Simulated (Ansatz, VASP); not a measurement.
## Two plane-wave programs on AlN

```
CELL_PARAMETERS angstrom
3.26079 0.00000 0.00000
-1.63039 2.82393 0.00000
0.00000 0.00000 4.06556
ATOMIC_POSITIONS crystal
Al 0.33333 0.66667 0.75000
Al 0.66667 0.33333 0.25000
N 0.33333 0.66667 0.25000
N 0.66667 0.33333 0.75000
```

Alike in both runs: functional PBEsol; k mesh 6 × 6 × 4; no spin polarisation.

Ansatz relaxed the structure, and its values are those at the end. VASP's run is a single point on that final structure, the one shown.

```csv
,VASP,Ansatz
version,VASP 6.6.1,Ansatz 0.2.0
potentials or method,"VASP PAW PBE potentials, release 64 (Al, N)","plane waves, PAW"
plane-wave cutoff (eV),520,517
occupations,"gaussian, width 0.01 eV",fixed
valence electrons in the cell,16,16
```

```tsv
	VASP	Ansatz	Ansatz less VASP
pressure (GPa)	10.0	10.0	+0.03
```

Ansatz warned: «stress_scf_threshold_loose».

Caveats: the PAW data sets were made with another functional, which shifts forces and pressure a little (VASP). A k mesh can miss the band edges.
